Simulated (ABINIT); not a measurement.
Input of an ABINIT 10.8.3 (patched build) run:

File run.abi:

```
# Datasets: ground state, then fixed potential
ndtset 2

# Pseudopotentials
pp_dirpath "./"
pseudos "Ni.GGA_PBE-JTH.xml, O.GGA_PBE-JTH.xml"

# Structure
acell 5.5745227313 5.5745227313 5.5745227313
rprim
     0.0000000000     0.7071067812     0.7071067812
     0.7071067812     0.0000000000     0.7071067812
     0.7071067812     0.7071067812     0.0000000000
ntypat 2
znucl 28 8
natom 2
typat 1 2
xcart
     0.0000000000     0.0000000000     0.0000000000
     2.0859016414     2.0859016414     2.0859016414 Angstrom

# Plane-wave basis
ecut 1333.357926 eV
pawecutdg 73.5
pawxcdev 0

# Exchange and correlation
ixc -109134

# Bands and occupations
occopt 3
tsmear 0.05 eV

# Spin
nsppol 2
spinat
     0.0000000000     0.0000000000     1.0000000000
     0.0000000000     0.0000000000     0.0000000000

# SCF cycle
nstep 100

# Output
iomode 3
prtwf 0
prteig 0
prtebands 0
prtden1 1

# Dataset 1
kptopt1 1
ngkpt1 9 9 9
nshiftk1 1
shiftk1 0.0 0.0 0.0
nband1 17
tolvrs1 1.0e-9

# Dataset 2: bands along G-X-W-K-G-L-U-W-L-K
iscf2 -2
getden2 1
nband2 23
nbdbuf2 4
tolwfr2 1.0e-11
kptopt2 -9
ndivsm2 8
prteig2 1
kptbounds2
     0.0000000000     0.0000000000     0.0000000000
     0.5000000000     0.0000000000     0.5000000000
     0.5000000000     0.2500000000     0.7500000000
     0.3750000000     0.3750000000     0.7500000000
     0.0000000000     0.0000000000     0.0000000000
     0.5000000000     0.5000000000     0.5000000000
     0.6250000000     0.2500000000     0.6250000000
     0.5000000000     0.2500000000     0.7500000000
     0.5000000000     0.5000000000     0.5000000000
     0.3750000000     0.3750000000     0.7500000000
```

Potentials or basis: JTH PAW PBE v2.0.

Launch:

```sh
$ abinit run.abi > log 2>&1
```

(1) Estimate the band gap on the k mesh.

(2) Estimate the pressure.

Answers

(1) none (metal or under the smearing width).

(2) -2.7 GPa.

Caveat: small starting moments can end in a higher magnetic state in this program; the PAW data sets were made with another functional, which shifts forces and pressure a little; semilocal functionals often make such compounds metallic where correlation or magnetic order opens a gap, which also shifts bond lengths.

The gap isn't set beside the measured one, since this odd mesh misses points on the zone boundary.
